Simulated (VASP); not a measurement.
# BAs (F-43m) in VASP: notebook

Aim: see how the results for BAs move with the level of theory and the settings. Levels: optB88-vdW, vdW-DF-cx, optB86b-vdW, optPBE-vdW. Tasks: relaxation of cell and atoms.

Everything below comes from runs of VASP 6.6.1. Logs are shortened: lines on timing, memory, paths and dates and some standing lists are left out, and cuts for length are marked.

### 1 The crystal as given

It takes space group F-43m (No. 216, cubic). Conventional cell: a = 4.777 Å, b = 4.777 Å, c = 4.777 Å, α = 90.00°, β = 90.00°, γ = 90.00°. As (site symmetry -43m) has 4 B at 2.07 Å as nearest neighbours. B (site symmetry -43m) has 4 As at 2.07 Å as nearest neighbours.

### 2 Relaxation of cell and atoms, optB88-vdW

The input, INCAR:

```
PREC     = Accurate       # precision mode
ENCUT    = 600            # plane-wave cutoff, eV
EDIFF    = 1E-7           # SCF threshold, eV
ISMEAR   = -1             # smearing method
SIGMA    = 0.05           # smearing width, eV
LREAL    = False          # projectors in reciprocal space
LASPH    = True           # aspherical terms in the spheres
NELM     = 80             # most SCF steps
ALGO     = Fast           # electronic algorithm
ISIF     = 3              # what is computed and relaxed
LWAVE    = False          # write WAVECAR
LCHARG   = False          # write CHGCAR
GGA      = BO             # functional
LUSE_VDW = True         
AGGAC    = 0.0          
PARAM1   = 0.1833333333 
PARAM2   = 0.22         
IBRION   = 2              # ionic algorithm
NSW      = 60             # ionic steps
EDIFFG   = -0.005         # ionic threshold
```

The input, KPOINTS:

```
Automatic mesh
0
Gamma
  10 10 10
```

The input, POSCAR:

```
BAs
1.0
    0.0000000000      2.3885000000      2.3885000000
    2.3885000000      0.0000000000      2.3885000000
    2.3885000000      2.3885000000      0.0000000000
As B
1 1
Direct
    0.7500000000      0.7500000000      0.7500000000
    0.0000000000      0.0000000000      0.0000000000
```

Potentials or basis: VASP PAW PBE potentials, release 64 (As, B).

On the command line:

```bash
cat potpaw_PBE.64/As/POTCAR potpaw_PBE.64/B/POTCAR > POTCAR
mpirun -np 1 vasp_std > vasp.out
```

OUTCAR:

```text
PREC = Accurate
   ENCUT = 600
   EDIFF = 1E-7
   ISMEAR = -1
   LREAL = False
   LASPH = True
   NELM = 80
   ISIF = 3
   GGA = BO
   IBRION = 2
   NSW = 60
   EDIFFG = -0.005

 ion  position               nearest neighbor table
   1  0.750  0.750  0.750-   2 2.07   2 2.07   2 2.07   2 2.07
   2  0.000  0.000  0.000-   1 2.07   1 2.07   1 2.07   1 2.07

  LATTYP: Found a face centered cubic cell.
 ALAT       =     4.7770000000

  Lattice vectors:

 A1 = (   0.0000000000,   2.3885000000,   2.3885000000)
 A2 = (   2.3885000000,   0.0000000000,   2.3885000000)
 A3 = (   2.3885000000,   2.3885000000,   0.0000000000)

Analysis of symmetry for initial positions (statically):
=====================================================================
 Subroutine PRICEL returns:
 Original cell was already a primitive cell.

 Routine SETGRP: Setting up the symmetry group for a
 face centered cubic supercell.

 Subroutine GETGRP returns: Found 24 space group operations
 (whereof 24 operations were pure point group operations)
 out of a pool of 48 trial point group operations.

The static configuration has the point symmetry T_d .

Analysis of symmetry for dynamics (positions and initial velocities):
=====================================================================
 Subroutine PRICEL returns:
 Original cell was already a primitive cell.

 Routine SETGRP: Setting up the symmetry group for a
 face centered cubic supercell.

 Subroutine GETGRP returns: Found 24 space group operations
 (whereof 24 operations were pure point group operations)
 out of a pool of 48 trial point group operations.

The dynamic configuration has the point symmetry T_d .

 Subroutine INISYM returns: Found 24 space group operations
 (whereof 24 operations are pure point group operations),
 and found     1 'primitive' translations

----------------------------------------------------------------------------------------

                                     Primitive cell

  volume of cell :      27.2525

  direct lattice vectors                    reciprocal lattice vectors
     0.000000000  2.388500000  2.388500000    -0.209336404  0.209336404  0.209336404
     2.388500000  0.000000000  2.388500000     0.209336404 -0.209336404  0.209336404
     2.388500000  2.388500000  0.000000000     0.209336404  0.209336404 -0.209336404

  length of vectors
     3.377849094  3.377849094  3.377849094     0.362581287  0.362581287  0.362581287

  position of ions in fractional coordinates (direct lattice)
     0.750000000  0.750000000  0.750000000
     0.000000000  0.000000000  0.000000000

  ion indices of the primitive-cell ions
   primitive index   ion index
                 1           1
                 2           2

----------------------------------------------------------------------------------------

 KPOINTS: Automatic mesh

Automatic generation of k-mesh.
 Grid dimensions read from file:
 generate k-points for:   10   10   10

 Generating k-lattice:

  Cartesian coordinates                     Fractional coordinates (reciprocal lattice)
    -0.020933640  0.020933640  0.020933640     0.100000000  0.000000000  0.000000000
     0.020933640 -0.020933640  0.020933640     0.000000000  0.100000000  0.000000000
     0.020933640  0.020933640 -0.020933640     0.000000000  0.000000000  0.100000000

  Length of vectors
     0.036258129  0.036258129  0.036258129

  Shift w.r.t. Gamma in fractional coordinates (k-lattice)
     0.000000000  0.000000000  0.000000000

 Subroutine IBZKPT returns following result:
 ===========================================

 Found     47 irreducible k-points:

 Following reciprocal coordinates:
            Coordinates               Weight
  0.000000  0.000000  0.000000      1.000000
  0.100000  0.000000  0.000000      8.000000
  0.200000  0.000000  0.000000      8.000000
  0.300000  0.000000  0.000000      8.000000
  0.400000  0.000000  0.000000      8.000000
  0.500000  0.000000  0.000000      4.000000
[... 39 lines left out ...]
 -0.300000  0.400000  0.200000     24.000000
 -0.300000  0.500000  0.200000     12.000000
   k-points           NKPTS =     47   k-points in BZ     NKDIM =     47   number of bands    NBANDS=      8
   number of dos      NEDOS =    301   number of ions     NIONS =      2
   total plane-waves  NPLWV =  21952
   dimension x,y,z NGX =    28 NGY =   28 NGZ =   28
   dimension x,y,z NGXF=    56 NGYF=   56 NGZF=   56
   ions per type =               1   1
   NGX,Y,Z   is equivalent  to a cutoff of  13.78, 13.78, 13.78 a.u.
   NGXF,Y,Z  is equivalent  to a cutoff of  27.56, 27.56, 27.56 a.u.
 SYSTEM =  unknown system
   PREC   = accura    normal or accurate (medium, high low for compatibility)
   ISTART =      0    job   : 0-new  1-cont  2-samecut
   ICHARG =      2    charge: 1-file 2-atom 10-const
   ISPIN  =      1    spin polarized calculation?
   LNONCOLLINEAR =      F non collinear calculations
   LSORBIT =      F    spin-orbit coupling
   LASPH  =      T    aspherical Exc in radial PAW
   ENCUT  =  600.0 eV  44.10 Ry    6.64 a.u.   6.75  6.75  6.75*2*pi/ulx,y,z
   NELM   =     80;   NELMIN=  2; NELMDL= -5     # of ELM steps
   EDIFF  = 0.1E-06   stopping-criterion for ELM
   LREAL  =      F    real-space projection
   EDIFFG = -.5E-02   stopping-criterion for IOM
   NSW    =     60    number of steps for IOM
   IBRION =      2    ionic relax: 0-MD 1-quasi-New 2-CG
   NFREE  =      1    steps in history (QN), initial steepest desc. (CG)
   ISIF   =      3    stress and relaxation
   ISYM   =      2    0-nonsym 1-usesym 2-fastsym
   POTIM  = 0.5000    time-step for ionic-motion
   TEBEG  =    0.0;   TEEND  =   0.0 temperature during run
   PSTRESS=    0.0 pullay stress
   NELECT =       8.0000    total number of electrons
   NUPDOWN=      -1.0000    fix difference up-down
   EMIN   =  10.00;   EMAX   =-10.00  energy-range for DOS
   EFERMI =   0.00;   METHOD = LEGACY
   ISMEAR =    -1;   SIGMA  =   0.05  broadening in eV -4-tet -1-fermi 0-gaus
   EFERMI_NEDOS =   21; number of points for ismear=-14 and -15
   IALGO  =     68    algorithm
   IMIX   =      4    mixing-type and parameters
     AMIX     =   0.40;   BMIX     =  1.00
     AMIX_MAG =   1.60;   BMIX_MAG =  1.00
  volume/ion in A,a.u.               =      13.63        91.95
  Fermi-wavevector in a.u.,A,eV,Ry     =   1.088018  2.056057 16.106360  1.183784
  Thomas-Fermi vector in A             =   2.224191
   LORBIT       =      0    0 simple, 1 ext, 2 COOP (PROOUT), +10 PAW based schemes
   GGA     = BO    functional components
   LHFCALC =     F    Hartree Fock is set to
   AEXX    =    0.0000 exact exchange contribution
   IVDW_NL    =     1    kernel type
   BPARAM     = 6.3000
   IVDW    =     0    specifies the selected vdW correction
   LEPSILON=     F    determine dielectric tensor
   LRPA    =     F    only Hartree local field effects (RPA)
 conjugate gradient relaxation of ions
 non-spin polarized calculation
 RMM-DIIS sequential band-by-band and
  energy-cutoff  :      600.00
  volume of cell :       27.25
 maximum number of plane-waves:       941
   NGX = 13   NGY = 13   NGZ = 13

--------------------------------------- Ionic step        1  -------------------------------------------

 number of electron       8.0000000 magnetization

 Free energy of the ion-electron system (eV)
  ---------------------------------------------------
  ext. energy  EPLUGINS =         0.00000000
  ---------------------------------------------------
  free energy    TOTEN  =        -9.07791584 eV

  energy without entropy =       -9.07791580  energy(sigma->0) =       -9.07791582

------------------------ aborting loop because EDIFF is reached ----------------------------------------

  FORCE on cell =-STRESS in cart. coord.  units (eV):
  Direction    XX          YY          ZZ          XY          YZ          ZX
  --------------------------------------------------------------------------------------
  -------------------------------------------------------------------------------------
  Total        0.7053865      0.7053865      0.7053865     -0.0000000     -0.0000000      0.0000000
  in kB       41.4698072     41.4698072     41.4698072     -0.0000000     -0.0000000      0.0000000
  external PRESSURE =      41.4698072 kB  Pullay stress =       0.0000000 kB

 VOLUME and BASIS-vectors are now :
 -----------------------------------------------------------------------------
  energy-cutoff  :      600.00
  volume of cell :       27.25
      direct lattice vectors                 reciprocal lattice vectors
     0.000000000  2.388500000  2.388500000    -0.209336404  0.209336404  0.209336404
     2.388500000  0.000000000  2.388500000     0.209336404 -0.209336404  0.209336404
     2.388500000  2.388500000  0.000000000     0.209336404  0.209336404 -0.209336404
[... 46 lines left out ...]
  FREE ENERGIE OF THE ION-ELECTRON SYSTEM (eV)
  ---------------------------------------------------
  free  energy   TOTEN  =        -9.0835508384 eV

  energy  without entropy=       -9.0835508126  energy(sigma->0) =       -9.08355083

Total vdW correction in eV:      1.0352358

--------------------------------------- Ionic step        3  -------------------------------------------

 number of electron       8.0000000 magnetization

 Free energy of the ion-electron system (eV)
  ---------------------------------------------------
  ext. energy  EPLUGINS =         0.00000000
  ---------------------------------------------------
  free energy    TOTEN  =        -9.08835156 eV

  energy without entropy =       -9.08835153  energy(sigma->0) =       -9.08835154

 E-fermi :   6.3174     XC(G=0): -10.4257

 val. band max:        5.6882313661   @ k =   0.0000   0.0000   0.0000
 cond. band min:       6.9809654039   @ k =   0.4000   0.4000   0.0000
 fundamental gap:      1.2927340378
 Fermi energy:         6.3174313170

 k-point     1 :       0.0000    0.0000    0.0000
  band No.  band energies     occupation
      1      -9.4041      2.00000
      2       5.6882      1.99999
      3       5.6882      1.99999
      4       5.6882      1.99999
      5       8.9679      0.00000
      6       8.9679      0.00000
      7       8.9679      0.00000
      8       9.9575      0.00000

 k-point     2 :       0.1000    0.0000    0.0000
  band No.  band energies     occupation
      1      -9.2454      2.00000
      2       4.3238      2.00000
      3       5.4020      2.00000
      4       5.4020      2.00000
      5       9.0306      0.00000
      6       9.3468      0.00000
      7       9.3468      0.00000
      8      10.9123      0.00000
[... 397 lines left out ...]
 k-point    39 :      -0.3000    0.3000    0.1000
  band No.  band energies     occupation
      1      -6.1242      2.00000
      2      -1.8700      2.00000
      3       0.5253      2.00000
      4       2.6709      2.00000
      5       9.4579      0.00000
      6      11.2935      0.00000
      7      12.8763      0.00000
      8      14.5724      0.00000

 k-point    40 :      -0.2000    0.3000    0.1000
  band No.  band energies     occupation
      1      -6.8903      2.00000
      2      -0.8408      2.00000
      3       0.8891      2.00000
      4       3.2516      2.00000
      5       9.8069      0.00000
      6      10.8561      0.00000
      7      11.8873      0.00000
      8      13.7177      0.00000

 [... further k-points ...]
[... 5 lines left out ...]
  --------------------------------------------------------------------------------------
  -------------------------------------------------------------------------------------
  Total        0.0009725      0.0009725      0.0009725     -0.0000000     -0.0000000      0.0000000
  in kB        0.0554862      0.0554862      0.0554862     -0.0000000     -0.0000000      0.0000000
  external PRESSURE =       0.0554862 kB  Pullay stress =       0.0000000 kB

 VOLUME and BASIS-vectors are now :
 -----------------------------------------------------------------------------
  energy-cutoff  :      600.00
  volume of cell :       28.08
      direct lattice vectors                 reciprocal lattice vectors
    -0.000000000  2.412475608  2.412475608    -0.207255982  0.207255982  0.207255982
     2.412475608 -0.000000000  2.412475608     0.207255982 -0.207255982  0.207255982
     2.412475608  2.412475608  0.000000000     0.207255982  0.207255982 -0.207255982

 POSITION                                       TOTAL-FORCE (eV/Angst)
 -----------------------------------------------------------------------------------
      3.61871      3.61871      3.61871        -0.000000     -0.000000     -0.000000
      0.00000      0.00000      0.00000         0.000000      0.000000      0.000000
 -----------------------------------------------------------------------------------
    total drift:                                0.000000      0.000000      0.000000

  FREE ENERGIE OF THE ION-ELECTRON SYSTEM (eV)
  ---------------------------------------------------
  free  energy   TOTEN  =        -9.0883515574 eV

  energy  without entropy=       -9.0883515276  energy(sigma->0) =       -9.08835154

Total vdW correction in eV:      1.0215532

 reached required accuracy - stopping structural energy minimisation
```

Run time: 92 s. Hardware: 1 thread of Intel Xeon Platinum 8559C (Emerald Rapids), shared host; peak memory 0.33 GiB.

Results:

* Free energy: -9.0884 eV
* Relaxed volume: 14.04 Å³/atom
* Relaxed cell: a = 3.412 Å, b = 3.412 Å, c = 3.412 Å, α = 60.00°, β = 60.00°, γ = 60.00°
* Space group after relaxing (to 0.05 Å): F-43m (No. 216)
* Energy gained by relaxing: 5.2 meV/atom
* Ionic steps: 3
* Pressure after relaxing: 0.0 GPa
* Band gap on the k mesh: 1.29 eV, indirect (least direct gap 3.28 eV)

Step by step:
| step | energy change (eV) | largest force (eV/Å) | pressure (GPa) | volume (Å³) |
| --- | --- | --- | --- | --- |
| 1 | 0.0000 | 0.0000 | 4.15 | 27.25 |
| 2 | -0.0056 | 0.0000 | -2.57 | 28.67 |
| 3 | -0.0104 | 0.0000 | 0.01 | 28.08 |

Final structure:
```
As B
1.0
     0.00000    2.41248    2.41248
     2.41248    0.00000    2.41248
     2.41248    2.41248    0.00000
As B
1 1
Direct
  0.75000 0.75000 0.75000
  0.00000 0.00000 0.00000
```

Caveat: the PAW data sets were made with another functional, which shifts forces and pressure a little. A k mesh can miss the band edges.

### 3 Relaxation of cell and atoms, vdW-DF-cx

The input, INCAR:

```
  PREC = Accurate
  ENCUT = 600
  EDIFF = 1E-6
  ISMEAR = -1
  SIGMA = 0.05
  LREAL = False
  LASPH = True
  NELM = 80
  ALGO = Normal
  ISIF = 3
  LWAVE = False
  LCHARG = False
  GGA = CX
  LUSE_VDW = True
  AGGAC = 0.0
  IBRION = 2
  NSW = 40
  EDIFFG = -0.01
```

KPOINTS is that of step 2.

POSCAR is that of step 2.

Potentials or basis: VASP PAW PBE potentials, release 64 (As, B).

On the command line:

```bash
cat potpaw_PBE.64/As/POTCAR potpaw_PBE.64/B/POTCAR > POTCAR
mpirun -np 1 vasp_std > vasp.out
```

Wall time 72 s (1 thread of Intel Xeon Platinum 8559C (Emerald Rapids), shared host); peak memory 0.33 GiB.

Results (log left out):

| Item | Value |
| --- | --- |
| Free energy | -9.4861 eV |
| Relaxed volume | 13.82 Å³/atom |
| Relaxed cell | a = 3.394 Å, b = 3.394 Å, c = 3.394 Å, α = 60.00°, β = 60.00°, γ = 60.00° |
| Space group after relaxing (to 0.05 Å) | F-43m (No. 216) |
| Energy gained by relaxing | 1.2 meV/atom |
| Ionic steps | 3 |
| Pressure after relaxing | 0.0 GPa |
| Band gap on the k mesh | 1.14 eV, indirect (least direct gap 3.23 eV) |

The path:
```csv
step,energy change (eV),largest force (eV/Å),pressure (GPa),volume (Å³)
1,0.0000,0.0000,1.98,27.25
2,-0.0012,0.0000,-1.35,27.92
3,-0.0024,0.0000,0.01,27.64
```

Final structure:
```
As B
1.0
     0.00000    2.39975    2.39975
     2.39975    0.00000    2.39975
     2.39975    2.39975    0.00000
As B
1 1
Direct
  0.75000 0.75000 0.75000
  0.00000 0.00000 0.00000
```

Levels at points of the mesh, in eV from the valence-band top:
| k point | band 1 | band 2 | band 3 | band 4 | band 5 | band 6 | band 7 | band 8 |
| --- | --- | --- | --- | --- | --- | --- | --- | --- |
| (0.00, 0.00, 0.00) | -15.30 | 0.00 | 0.00 | 0.00 | 3.23 | 3.23 | 3.23 | 4.50 |
| (0.50, 0.00, 0.00) | -12.47 | -8.71 | -1.80 | -1.80 | 2.59 | 4.73 | 4.73 | 8.77 |
| (0.50, 0.50, 0.00) | -11.18 | -8.46 | -4.04 | -4.04 | 1.39 | 1.39 | 11.23 | 11.23 |

Caveat: the PAW data sets were made with another functional, which shifts forces and pressure a little.

(Part 1 of 2 ends here.)
